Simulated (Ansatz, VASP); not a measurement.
**Two plane-wave programs on LiH**

```xyz
4
Lattice="3.2558 0.0000 0.0000 -1.6279 2.8196 0.0000 0.0000 0.0000 4.0684" Properties=species:S:1:pos:R:3 pbc="T T T"
Li    0.0000    1.8798   -0.2543
Li    1.6279    0.9399    1.7799
H     0.0000    1.8798    1.7800
H     1.6279    0.9399    3.8142
```

Alike in both runs: task single point; functional r2SCAN; k mesh 12 × 12 × 6; no spin polarisation.

```csv
,VASP,Ansatz
version,VASP 6.6.1,Ansatz 0.2.0
potentials or method,"VASP PAW PBE potentials, release 64 (Li_sv, H)","plane waves, PAW"
plane-wave cutoff (eV),520,500
occupations,"gaussian, width 0.01 eV",fixed
valence electrons in the cell,8,8
```

```csv
,VASP,Ansatz,Ansatz less VASP
gap on the k mesh at the Fermi level (eV),2.30,2.34,+0.044
rms of the force components (eV/Å),0.019,0.000,-0.0194
```

Atom by atom the forces differ by 0.019 eV/Å (rms over components). Ansatz warned: «structure_snapped_to_symmetry».

Caveats: the PAW data sets were made with another functional, which shifts forces and pressure a little (VASP). r2SCAN opens gaps a little over a GGA but as a rule still falls short of measured ones. A k mesh can miss the band edges.
